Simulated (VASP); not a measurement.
# Zn (P6_3/mmc) in VASP: a series of runs

Aim: see how the results for Zn move with the level of theory and the settings. Levels: AM05+D4, RPBE. Tasks: electrostatic potential, single point.

All numbers are computed with VASP 6.6.1; they aren't measurements. Logs are shortened: lines on timing, memory, paths and dates and some standing lists are left out, and cuts for length are marked.

### Step 1. Starting point

The structure is hexagonal, space group P6_3/mmc (No. 194). Conventional cell: a = 2.670 Å, b = 2.670 Å, c = 4.966 Å, α = 90.00°, β = 90.00°, γ = 120.00°. Around Zn (site symmetry -6m2) lie 12 Zn at 2.67 to 2.92 Å.

### Step 2. Electrostatic potential, AM05+D4 (atoms moved at random, drawn with an rms of 0.15 Å)

File INCAR:

```
SYSTEM = Zn
PREC = Accurate ; ENCUT = 520
EDIFF = 1E-7 ; ISMEAR = 1
SIGMA = 0.2 ; LREAL = .FALSE.
LASPH = .TRUE. ; NELM = 100
ALGO = Fast ; ISIF = 2
LWAVE = .FALSE. ; LCHARG = .TRUE.
GGA = AM ; IVDW = 13
LVHAR = .TRUE.
```

File KPOINTS:

```
Automatic mesh
0
G
  11 11 6
  0 0 0
```

File POSCAR:

```
Zn
1.0
    2.6700000000      0.0000000000      0.0000000000
   -1.3350000000      2.3122878281      0.0000000000
    0.0000000000      0.0000000000      4.9660000000
Zn
2
Cartesian
    1.4087707650      0.9305640504      3.6749045580
    0.0065802150      1.5153185193      1.3257978500
```

Potentials or basis: VASP PAW PBE potentials, release 64 (Zn).

Started as:

```bash
$ cat potpaw_PBE.64/Zn/POTCAR > POTCAR
$ mpirun -np 1 vasp_std > vasp.out
```

OUTCAR:

```text
SYSTEM = Zn
   PREC = Accurate
   ENCUT = 520
   EDIFF = 1E-7
   ISMEAR = 1
   LREAL = .FALSE.
   LASPH = .TRUE.
   NELM = 100
   ISIF = 2
   GGA = AM
   IVDW = 13

 ion  position               nearest neighbor table
   1  0.729  0.402  0.740-   2 2.73   2 2.80   2 2.92   2 2.97   2 3.03
   2  0.330  0.655  0.267-   1 2.73   1 2.80   1 2.92   1 2.97   1 3.03

  LATTYP: Found a hexagonal cell.
 ALAT       =     2.6700000000
 C/A-ratio  =     1.8599250936

  Lattice vectors:

 A1 = (   2.6700000000,   0.0000000000,   0.0000000000)
 A2 = (  -1.3350000000,   2.3122878281,   0.0000000000)
 A3 = (   0.0000000000,   0.0000000000,   4.9660000000)

Analysis of symmetry for initial positions (statically):
=====================================================================
 Subroutine PRICEL returns:
 Original cell was already a primitive cell.

 Routine SETGRP: Setting up the symmetry group for a
 hexagonal supercell.

 Subroutine GETGRP returns: Found  2 space group operations
 (whereof  1 operations were pure point group operations)
 out of a pool of 24 trial point group operations.

The static configuration has the point symmetry C_1 .
 The point group associated with its full space group is S_2 .

Analysis of symmetry for dynamics (positions and initial velocities):
=====================================================================
 Subroutine PRICEL returns:
 Original cell was already a primitive cell.

 Routine SETGRP: Setting up the symmetry group for a
 hexagonal supercell.

 Subroutine GETGRP returns: Found  2 space group operations
 (whereof  1 operations were pure point group operations)
 out of a pool of 24 trial point group operations.

The dynamic configuration has the point symmetry C_1 .
 The point group associated with its full space group is S_2 .

 Subroutine INISYM returns: Found  2 space group operations
 (whereof  1 operations are pure point group operations),
 and found     1 'primitive' translations

----------------------------------------------------------------------------------------

                                     Primitive cell

  volume of cell :      30.6591

  direct lattice vectors                    reciprocal lattice vectors
     2.670000000  0.000000000  0.000000000     0.374531835  0.216236056  0.000000000
    -1.335000000  2.312287828  0.000000000     0.000000000  0.432472112  0.000000000
     0.000000000  0.000000000  4.966000000     0.000000000  0.000000000  0.201369311

  length of vectors
     2.670000000  2.670000000  4.966000000     0.432472112  0.432472112  0.201369311

  position of ions in fractional coordinates (direct lattice)
     0.728851000  0.402443000  0.740013000
     0.330131000  0.655333000  0.266975000

  ion indices of the primitive-cell ions
   primitive index   ion index
                 1           1
                 2           2

----------------------------------------------------------------------------------------

 KPOINTS: Automatic mesh

Automatic generation of k-mesh.
 Grid dimensions read from file:
 generate k-points for:   11   11    6

 Generating k-lattice:

  Cartesian coordinates                     Fractional coordinates (reciprocal lattice)
     0.034048349  0.019657823  0.000000000     0.090909091  0.000000000  0.000000000
     0.000000000  0.039315647  0.000000000     0.000000000  0.090909091  0.000000000
     0.000000000  0.000000000  0.033561552     0.000000000  0.000000000  0.166666667

  Length of vectors
     0.039315647  0.039315647  0.033561552

  Shift w.r.t. Gamma in fractional coordinates (k-lattice)
     0.000000000  0.000000000  0.000000000

 Subroutine IBZKPT returns following result:
 ===========================================

 Found    364 irreducible k-points:

 Following reciprocal coordinates:
            Coordinates               Weight
  0.000000  0.000000  0.000000      1.000000
  0.090909  0.000000  0.000000      2.000000
  0.000000  0.090909  0.000000      2.000000
 -0.090909  0.090909  0.000000      2.000000
  0.181818  0.000000  0.000000      2.000000
  0.000000  0.181818  0.000000      2.000000
[... 42 lines left out ...]
  0.454545 -0.181818  0.000000      2.000000
  0.363636  0.181818  0.000000      2.000000
 [... further k-points ...]
   k-points           NKPTS =    364   k-points in BZ     NKDIM =    364   number of bands    NBANDS=     16
   number of dos      NEDOS =    301   number of ions     NIONS =      2
   total plane-waves  NPLWV =  16000
   dimension x,y,z NGX =    20 NGY =   20 NGZ =   40
   dimension x,y,z NGXF=    40 NGYF=   40 NGZF=   80
   ions per type =               2
   NGX,Y,Z   is equivalent  to a cutoff of  12.45, 12.45, 13.39 a.u.
   NGXF,Y,Z  is equivalent  to a cutoff of  24.91, 24.91, 26.78 a.u.
 SYSTEM =  Zn
   PREC   = accura    normal or accurate (medium, high low for compatibility)
   ISTART =      0    job   : 0-new  1-cont  2-samecut
   ICHARG =      2    charge: 1-file 2-atom 10-const
   ISPIN  =      1    spin polarized calculation?
   LNONCOLLINEAR =      F non collinear calculations
   LSORBIT =      F    spin-orbit coupling
   LASPH  =      T    aspherical Exc in radial PAW
   ENCUT  =  520.0 eV  38.22 Ry    6.18 a.u.   4.96  4.96  9.23*2*pi/ulx,y,z
   NELM   =    100;   NELMIN=  2; NELMDL= -5     # of ELM steps
   EDIFF  = 0.1E-06   stopping-criterion for ELM
   LREAL  =      F    real-space projection
   EDIFFG = 0.1E-05   stopping-criterion for IOM
   NSW    =      0    number of steps for IOM
   IBRION =     -1    ionic relax: 0-MD 1-quasi-New 2-CG
   NFREE  =      0    steps in history (QN), initial steepest desc. (CG)
   ISIF   =      2    stress and relaxation
   ISYM   =      2    0-nonsym 1-usesym 2-fastsym
   POTIM  = 0.5000    time-step for ionic-motion
   TEBEG  =    0.0;   TEEND  =   0.0 temperature during run
   PSTRESS=    0.0 pullay stress
   NELECT =      24.0000    total number of electrons
   NUPDOWN=      -1.0000    fix difference up-down
   EMIN   =  10.00;   EMAX   =-10.00  energy-range for DOS
   EFERMI =   0.00;   METHOD = LEGACY
   ISMEAR =     1;   SIGMA  =   0.20  broadening in eV -4-tet -1-fermi 0-gaus
   EFERMI_NEDOS =   21; number of points for ismear=-14 and -15
   IALGO  =     68    algorithm
   IMIX   =      4    mixing-type and parameters
     AMIX     =   0.40;   BMIX     =  1.00
     AMIX_MAG =   1.60;   BMIX_MAG =  1.00
  volume/ion in A,a.u.               =      15.33       103.45
  Fermi-wavevector in a.u.,A,eV,Ry     =   1.508778  2.851177 30.972445  2.276410
  Thomas-Fermi vector in A             =   2.619187
   LORBIT       =      0    0 simple, 1 ext, 2 COOP (PROOUT), +10 PAW based schemes
   GGA     = AM    functional components
   LHFCALC =     F    Hartree Fock is set to
   AEXX    =    0.0000 exact exchange contribution
   IVDW    =    13    specifies the selected vdW correction
   LEPSILON=     F    determine dielectric tensor
   LRPA    =     F    only Hartree local field effects (RPA)
 non-spin polarized calculation
 RMM-DIIS sequential band-by-band and
 Methfessel and Paxton  Order N= 1 SIGMA  =   0.20
  energy-cutoff  :      520.00
  volume of cell :       30.66
 maximum number of plane-waves:       846
   NGX =  9   NGY =  9   NGZ = 19

 number of electron      24.0000004 magnetization

 Free energy of the ion-electron system (eV)
  ---------------------------------------------------
  ext. energy  EPLUGINS =         0.00000000
  ---------------------------------------------------
  free energy    TOTEN  =        -2.66665702 eV

  energy without entropy =       -2.66602861  energy(sigma->0) =       -2.66644755

 E-fermi :   2.7585     XC(G=0): -11.6304

 val. band max:        2.7371887079   @ k =   0.2727   0.3636   0.3333
 cond. band min:       2.7678927072   @ k =  -0.2727  -0.3636   0.3333
 fundamental gap:      0.0307039993
 Fermi energy:         2.7585461344

 k-point     1 :       0.0000    0.0000    0.0000
  band No.  band energies     occupation
      1      -7.4676      2.00000
      2      -5.6657      2.00000
      3      -4.9882      2.00000
      4      -4.7582      2.00000
      5      -4.7334      2.00000
      6      -4.7049      2.00000
[... 8 lines left out ...]
     15      19.9173      0.00000
     16      20.0024      0.00000

 k-point     2 :       0.0909    0.0000    0.0000
  band No.  band energies     occupation
      1      -7.2248      2.00000
      2      -5.5623      2.00000
      3      -4.9679      2.00000
      4      -4.7826      2.00000
      5      -4.7027      2.00000
      6      -4.6811      2.00000
[... 8 lines left out ...]
     15      16.8701      0.00000
     16      18.5905      0.00000

 k-point     3 :       0.0000    0.0909    0.0000
  band No.  band energies     occupation
      1      -7.2261      2.00000
      2      -5.5662      2.00000
      3      -4.9633      2.00000
      4      -4.7516      2.00000
      5      -4.7313      2.00000
      6      -4.7011      2.00000
[... 8 lines left out ...]
     15      16.8930      0.00000
     16      18.4519      0.00000

 k-point     4 :      -0.0909    0.0909    0.0000
  band No.  band energies     occupation
      1      -7.2252      2.00000
      2      -5.5631      2.00000
      3      -4.9652      2.00000
      4      -4.7766      2.00000
      5      -4.7181      2.00000
      6      -4.6845      2.00000
[... 8 lines left out ...]
     15      16.8803      0.00000
     16      18.5874      0.00000
[... 628 lines left out ...]
 k-point    38 :       0.4545    0.0909    0.0000
  band No.  band energies     occupation
      1      -5.4126      2.00000
      2      -5.2878      2.00000
      3      -5.1847      2.00000
      4      -4.8500      2.00000
      5      -4.6252      2.00000
      6      -4.5210      2.00000
[... 8 lines left out ...]
     15       7.0821      0.00000
     16       8.3154      0.00000

 k-point    39 :      -0.0909   -0.4545    0.0000
  band No.  band energies     occupation
      1      -5.4178      2.00000
      2      -5.3674      2.00000
      3      -5.2870      2.00000
      4      -4.7055      2.00000
      5      -4.6546      2.00000
      6      -4.5867      2.00000
[... 8 lines left out ...]
     15       7.3878      0.00000
     16       9.1885      0.00000

 k-point    40 :       0.4545    0.4545    0.0000
  band No.  band energies     occupation
      1      -5.4068      2.00000
      2      -5.3143      2.00000
      3      -5.2215      2.00000
      4      -4.8026      2.00000
      5      -4.6229      2.00000
      6      -4.5612      2.00000
[... 8 lines left out ...]
     15       7.0382      0.00000
     16       8.6412      0.00000

 [... further k-points ...]

------------------------ aborting loop because EDIFF is reached ----------------------------------------

  DFT-D4 for vdW energy calculation

  Edisp (eV):   -0.36751

  FORCE on cell =-STRESS in cart. coord.  units (eV):
  Direction    XX          YY          ZZ          XY          YZ          ZX
  --------------------------------------------------------------------------------------
  -------------------------------------------------------------------------------------
  Total      -1.22492    -1.22589    -1.26480    -0.00465    -0.07275    -0.04440
  in kB     -64.01136   -64.06205   -66.09583    -0.24287    -3.80154    -2.32045
  external pressure =      -64.72 kB  Pullay stress =        0.00 kB

 VOLUME and BASIS-vectors are now :
 -----------------------------------------------------------------------------
  energy-cutoff  :      520.00
  volume of cell :       30.66
      direct lattice vectors                 reciprocal lattice vectors
     2.670000000  0.000000000  0.000000000     0.374531835  0.216236056  0.000000000
    -1.335000000  2.312287828  0.000000000     0.000000000  0.432472112  0.000000000
     0.000000000  0.000000000  4.966000000     0.000000000  0.000000000  0.201369311

 POSITION                                       TOTAL-FORCE (eV/Angst)
 -----------------------------------------------------------------------------------
      1.40877      0.93056      3.67490        -0.053540     -0.087875      0.272751
      0.00658      1.51532      1.32580         0.053540      0.087875     -0.272751
 -----------------------------------------------------------------------------------
    total drift:                               -0.000193     -0.000231     -0.000230

  FREE ENERGIE OF THE ION-ELECTRON SYSTEM (eV)
  ---------------------------------------------------
  free  energy   TOTEN  =        -3.0341708985 eV

  energy  without entropy=       -3.0335424815  energy(sigma->0) =       -3.03396143
```

Wall time 1.8 min (1 thread of Intel Xeon Platinum 8488C (Sapphire Rapids), shared host); peak memory 0.25 GiB.

What came out:

- Free energy: -3.0342 eV
- Pressure: -6.5 GPa
- Largest force: 0.292 eV/Å
- Band gap on the k mesh: none (metal or under the smearing width)
- Dispersion energy per atom: -0.184 eV

Forces on the atoms (eV/Å):
```
Zn  -0.054 -0.088  0.273
Zn   0.054  0.088 -0.273
```

Stress tensor (GPa, compression positive):
```
-6.40 -0.02 -0.23
-0.02 -6.41 -0.38
-0.23 -0.38 -6.61
```

Caveat: the PAW data sets were made with another functional, which shifts forces and pressure a little; pairwise dispersion overbinds metals, which lowers pressure and volume.

### Step 3. Single point, RPBE

File INCAR:

```
ALGO = Normal
EDIFF = 1E-6
ENCUT = 550
GGA = RP
ISIF = 2
ISMEAR = 0
LASPH = T
LCHARG = T
LELF = T
LREAL = F
LVHAR = T
LWAVE = F
NBANDS = 19
NELM = 60
PREC = Accurate
SIGMA = 0.05
```

File KPOINTS:

```
k-points
0
Gamma
  11 11 6
```

File POSCAR:

```
Zn
1.0
    2.6700000000      0.0000000000      0.0000000000
   -1.3350000000      2.3122878281      0.0000000000
    0.0000000000      0.0000000000      4.9660000000
Zn
2
Direct
    0.6666666667      0.3333333333      0.7500000000
    0.3333333333      0.6666666667      0.2500000000
```

Potentials or basis: VASP PAW PBE potentials, release 64 (Zn_GW).

Started as:

```bash
$ cat potpaw_PBE.64/Zn_GW/POTCAR > POTCAR
$ mpirun -np 1 vasp_std > vasp.out
```

Run time: 23 s. Hardware: 1 thread of Intel Xeon Platinum 8488C (Sapphire Rapids), shared host; peak memory 0.16 GiB.

It converged, with:

| Quantity | Value |
| --- | --- |
| Free energy | -1.4509 eV |
| Pressure | 2.3 GPa |
| Band gap on the k mesh | none (metal or under the smearing width) |

Stress tensor (GPa, compression positive):
```
3.14 0.00 0.00
0.00 3.14 0.00
0.00 0.00 0.57
```

Levels at points of the mesh, in eV from the Fermi level:
| k point | band 8 | band 9 | band 10 | band 11 | band 12 | band 13 | band 14 | band 15 | band 16 | band 17 |
| --- | --- | --- | --- | --- | --- | --- | --- | --- | --- | --- |
| (0.00, 0.00, 0.00) | -7.14 | -7.14 | -6.93 | -6.93 | -3.49 | -2.90 | 13.57 | 17.13 | 17.48 | 17.48 |
| (0.00, 0.00, 0.50) | -7.45 | -7.02 | -7.02 | -7.02 | -7.02 | 4.66 | 4.66 | 18.75 | 18.75 | 18.75 |

Caveat: the PAW data sets were made with another functional, which shifts forces and pressure a little.

### Step 4. The reference run

An earlier run on the cell as given: functional PBEsol; potentials or basis VASP PAW PBE potentials, release 64 (Zn); cutoff 520 eV; k mesh 11 × 11 × 6; occupations fermi-dirac, width 0.05 eV; no spin polarisation.

- Pressure: -5.3 GPa
- Band gap on the k mesh: none (metal or under the smearing width)

### Step 5. The runs side by side

| task | level | potentials or basis | cell | cutoff (eV) | smearing | ladder | gap on the mesh (eV) | pressure (GPa) |
| --- | --- | --- | --- | --- | --- | --- | --- | --- |
| electrostatic potential | AM05+D4 | VASP PAW PBE potentials, release 64 (Zn) | atoms moved at random, drawn with an rms of 0.15 Å | 520 | methfessel-paxton 0.2 eV | - | none | -6.5 |
| single point | RPBE | VASP PAW PBE potentials, release 64 (Zn_GW) | as given | 550 | gaussian 0.05 eV | - | none | 2.3 |
| single point | PBEsol | VASP PAW PBE potentials, release 64 (Zn) | as given | 520 | fermi-dirac 0.05 eV | free | none | -5.3 |

Alike in all rows: no spin polarisation; k mesh 11 × 11 × 6.

Caveats: the PAW data sets were made with another functional, which shifts forces and pressure a little; pairwise dispersion overbinds metals, which lowers pressure and volume (some runs).

Absolute energies hang on the potentials; compare differences alone.
